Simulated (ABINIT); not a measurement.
Crystal: TaN.

```
CELL_PARAMETERS angstrom
0.00000 2.21132 2.21132
2.21132 0.00000 2.21132
2.21132 2.21132 0.00000
ATOMIC_POSITIONS crystal
Ta 0.50000 0.50000 0.50000
N 0.00000 0.00000 0.00000
```

The cell comes from a database or a generator and needn't be the stable form of this composition.

Base run:

```yaml
Program: ABINIT 10.8.3 (patched build)
Functional: LDA
Potentials_or_basis: PseudoDojo NC SR LDA v0.4.1 standard
Cutoff: 952 eV
k_mesh: 8 × 8 × 8
Occupations: fermi-dirac, width 0.05 eV
Spin: no spin polarisation
```

Its results: band gap on the k mesh none (metal or under the smearing width); pressure -19.9 GPa.

The run is repeated on the same cell with these changes: potentials or basis from PseudoDojo NC SR LDA v0.4.1 standard to PseudoDojo NC SR LDA v0.4 stringent; cutoff from 952 eV to 1687 eV; valence electrons from 18 to 32. What comes out?

Band gap on the k mesh none (metal or under the smearing width); pressure -18.8 GPa.

Caveats: so large a pressure means that the cell lies far from this level's equilibrium, or that cutoff or potentials fall short.

Not every run made on this cell is shown here.
